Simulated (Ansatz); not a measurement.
Consider the substitution at a C–C bond: `N=C(O)CCO` + `OCCO` → `OCCOCCO` + `N=CO`.

Isolated molecules relaxed with PBE0-D4/def2-TZVP in Ansatz; ΔE leaves out vibrations. CCSD(T)/CBS is the MP2 limit (def2-TZVPP, def2-QZVPP) plus CCSD(T) − MP2 in def2-TZVPP, frozen cores. This one scheme is used for every species. DFT in def2-TZVPP. B3LYP here is the variant with VWN-RPA as its local correlation; programs differ in this. Each species was taken in one conformer, which may not be the lowest.

```csv
level,ΔE (kcal/mol),difference from CCSD(T)/CBS
B3LYP-D4,12.6,-1.3
ωB97X-V,13.0,-0.9
ωB97M-V,13.8,-0.1
B2PLYP,12.6,-1.3
PBE,13.6,-0.3
r2SCAN,14.1,0.2
B3LYP,11.6,-2.3
HF/def2-TZVPP,9.4,-4.5
MP2/def2-TZVPP,14.8,0.9
HF/def2-QZVPP,9.2,-4.7
CCSD(T)/CBS,13.9,0
```

Largest T1 diagnostic among the species: 0.014.

The D4 term adds +1.0 kcal/mol with B3LYP and +0.4 kcal/mol with PBE0; it sums over pairs of atoms, weighted by their polarisabilities, and B3LYP, whose exchange is more repulsive, gets the larger term. In def2-TZVPP, CCSD(T) changes the Hartree–Fock value by +4.2 kcal/mol (the triples alone add +0.6 kcal/mol) and MP2 by +5.3 kcal/mol.

CCSD(T)/CBS has its own doubt, a few kJ/mol and more with outer-core shells, so smaller differences from it don't rank the levels.
